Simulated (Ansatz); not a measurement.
# In (bcc)

Computed with Ansatz (plane waves, PAW, 420 eV cutoff): PBE with spin–orbit coupling, two-component spinors, Γ-centred 16×16×16 mesh, 0.05 eV Gaussian smearing. The datasets are Ansatz's generated set soft_2.

```
CELL_PARAMETERS angstrom
-1.90804 1.90804 1.90804
1.90804 -1.90804 1.90804
1.90804 1.90804 -1.90804
ATOMIC_POSITIONS crystal
In 0.00000 0.00000 0.00000
```

At room temperature and ambient pressure In takes another structure.

At this volume the pressure is 0.04 GPa.

Path: Γ–H–N–Γ–P–H | P–N, with Γ = (0.000, 0.000, 0.000), H = (0.500, -0.500, 0.500), N = (0.000, 0.000, 0.500), P = (0.250, 0.250, 0.250) in reciprocal vectors of the calculation's cell.

Question: Is it a metal or an insulator, and if it has a gap, where are the band edges on this path?

Answer: A metal: bands cross the Fermi level.

Levels between -3 and 5 eV from the Fermi level at the path's named points:
| point | below E_F (eV) | above E_F (eV) |
| --- | --- | --- |
| Γ |  |  |
| H |  | 0.62 0.62 0.91 0.91 1.43 1.43 1.43 1.43 |
| N | -2.96 -2.96 |  |
| P | -2.43 -2.43 -0.05 -0.05 | 0.28 0.28 0.28 0.28 |

The calculation's cell holds 13 valence electrons, an odd number. Without magnetic order each Kramers pair of bands takes two, so one stays part-filled and the crystal must be a metal.
